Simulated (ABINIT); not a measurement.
HgTe (Coloradoite):

```
Hg Te
1.0
     0.00000    3.21450    3.21450
     3.21450    0.00000    3.21450
     3.21450    3.21450    0.00000
Hg Te
1 1
Direct
  0.00000 0.00000 0.00000
  0.75000 0.75000 0.75000
```

Base run:

```yaml
Program: ABINIT 10.8.3 (patched build)
Functional: PBE
Potentials_or_basis: JTH PAW PBE v2.0
Cutoff: 517 eV
k_mesh: 7 × 7 × 7
Occupations: fermi-dirac, width 0.05 eV
Spin: spin-orbit coupling, no magnetisation
```

Its results: band gap on the k mesh none (metal or under the smearing width); pressure 4.4 GPa.

**Question.** The run is repeated on the same cell with these changes: spin from spin-orbit coupling, no magnetisation to no spin polarisation. What comes out?

**Answer.** Band gap on the k mesh none (metal or under the smearing width); pressure 4.8 GPa.

Caveats: spin-orbit coupling is left out, which moves the levels of the heavy elements (some runs).
